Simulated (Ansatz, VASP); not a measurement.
One calculation of BN, two programs

```
CELL_PARAMETERS angstrom
2.53112 0.00000 0.00000
-1.26556 2.19201 0.00000
0.00000 0.00000 6.72302
ATOMIC_POSITIONS crystal
N 0.66667 0.33333 0.25000
N 0.33333 0.66667 0.75000
B 0.66667 0.33333 0.75000
B 0.33333 0.66667 0.25000
```

Change from the starting cell: volume scaled by 1.04.

Alike in both runs: task single point; functional PBEsol; k mesh 12 × 12 × 4; occupations fermi-dirac, width 0.05 eV; no spin polarisation.

|  | VASP | Ansatz |
| --- | --- | --- |
| version | VASP 6.6.1 | Ansatz 0.2.0 |
| potentials or method | VASP PAW PBE potentials, release 64 (N, B), cutoff 520 eV | all-electron LAPW, scalar-relativistic |

|  | VASP | Ansatz | Ansatz less VASP |
| --- | --- | --- | --- |
| gap on the k mesh at the Fermi level (eV) | 4.14 | 4.14 | +0.005 |
| least direct gap on the mesh (eV) | 4.50 | 4.51 | +0.005 |
| pressure (GPa) | -6.7 | -7.0 | -0.30 |
| largest component of the traceless stress (GPa) | 7.17 | 7.61 | +0.443 |

Ansatz ran all-electron here, so the differences hold the error of VASP's frozen core and of both bases.

Caveats: this functional lacks dispersion, which binds the layers, so the pressure and a relaxed spacing across them are unreliable; the PAW data sets were made with another functional, which shifts forces and pressure a little (VASP). A k mesh can miss the band edges.
